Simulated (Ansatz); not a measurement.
## BP: a sweep of one setting

```xyz
2
Lattice="0.0000 2.2690 2.2690 2.2690 0.0000 2.2690 2.2690 2.2690 0.0000" Properties=species:S:1:pos:R:3 pbc="T T T"
B     0.0000    0.0000    0.0000
P     3.4035    3.4035    3.4035
```

Atom numbers follow the list: B1, P2.

The cell is COD entry 9008835, as deposited and not checked against the literature; nothing was relaxed.

These are results of DFT, PBE, PAW with Ansatz's default frozen-core files, scalar-relativistic in Ansatz 0.2.0, not measurements.

Settings: a Γ-centred 12×12×12 k mesh, Fermi–Dirac smearing of 0.08 eV, cutoff 420 eV, no spin polarisation. One setting is then changed at a time.

```csv
k mesh,free energy less the base's (meV/atom),P (GPa),gap on the mesh (eV)
12×12×12 (base),0.0,1.13,1.239
4×4×4,85.6,2.23,1.315
6×6×6,8.7,1.26,?
9×9×9,?,1.14,1.259
17×17×17,0.0,1.13,1.239
```

Q: What belongs in the row "6×6×6", column "gap on the mesh (eV)"?

A: 1.333.

Q: What belongs in the row "9×9×9", column "free energy less the base's (meV/atom)"?

A: 0.4.
